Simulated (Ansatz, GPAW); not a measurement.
This is a calculation of Ru (Ruthenium) for GPAW 26.7.0 (ASE script). 

run.py

```python
from ase import Atoms
from ase.dft.bandgap import bandgap
from ase.io import write
from ase.units import GPa
from gpaw import GPAW, PW

atoms = Atoms(['Ru', 'Ru'],
              cell=[[2.7058, 0.0, 0.0],
                    [-1.3529, 2.3432915376, 0.0],
                    [0.0, 0.0, 4.2819]],
              scaled_positions=[[0.6666666667, 0.3333333333, 0.75],
                                [0.3333333333, 0.6666666667, 0.25]],
              pbc=True)

calc = GPAW(mode=PW(600),
            xc='PBE',
            kpts={'size': (11, 11, 6), 'gamma': True},
            occupations={'name': 'methfessel-paxton', 'order': 0, 'width': 0.022},
            nbands=29,
            convergence={'density': 1e-05, 'energy': 1e-05},
            maxiter=150,
            txt='gpaw.txt')
atoms.calc = calc
energy = atoms.get_potential_energy()
forces = atoms.get_forces()
stress = atoms.get_stress()
calc.write('gs.gpw')
write('result.traj', atoms)
print(f'Energy: {energy:.6f} eV')
print('Forces (eV/A):')
print(forces.round(4))
print('Stress (GPa):', (stress / GPa).round(3))
print('Fermi level:', round(calc.get_fermi_level(), 4), 'eV')
print(f'Gap: {bandgap(calc)[0]:.4f} eV, direct: {bandgap(calc, direct=True)[0]:.4f} eV')
```

Potentials or basis: GPAW PAW data sets (gpaw-data 1.2.1), pw.

The run is started by

```console
$ OMP_NUM_THREADS=1 python run.py
```

Task: Translate it to Ansatz 0.2.0. Potentials or basis there: Ansatz PAW, cutoff 420 eV.

Result: As run (cutoffs and basis follow the program's own potentials, and thresholds, step limits or extra output files can differ):

File input.yaml:

```yaml
crystal:
  lattice:
    - [2.7058, 0.0, 0.0]
    - [-1.3529, 2.3432915376, 0.0]
    - [0.0, 0.0, 4.2819]
  atoms:
    - { symbol: Ru, position: [0.6666666667, 0.3333333333, 0.75] }
    - { symbol: Ru, position: [0.3333333333, 0.6666666667, 0.25] }
hamiltonian:
  xc: pbe
  pseudopotentials: { kind: paw }
kpoints:
  mp_grid: { grid: [11, 11, 6] }
scf:
  occupations: { method: gaussian, width: 0.022 }
output:
  forces: true
  stress: true
  eigenvalues: true
  write_density: true
  write_potential: true
  elf: true
  volumetric_format: npy
```

Potentials or basis: Ansatz PAW.

The run is started by

```sh
$ ansatz run input.yaml --threads 2 --pin off --max-ram 5632MiB --backend cpu --events-out ev --progress --plain --runs-dir out
```

Both were run:

|  | GPAW | Ansatz |
| --- | --- | --- |
| Pressure | 3.6 GPa | 4.5 GPa |

Ansatz's pressure holds a Pulay term of +0.07 GPa for its cutoff of 420 eV, which the other run lacks.

Where Ansatz's input types no cutoff or centring, it takes its own default and a Γ-centred mesh.

Pressure is positive in compression.
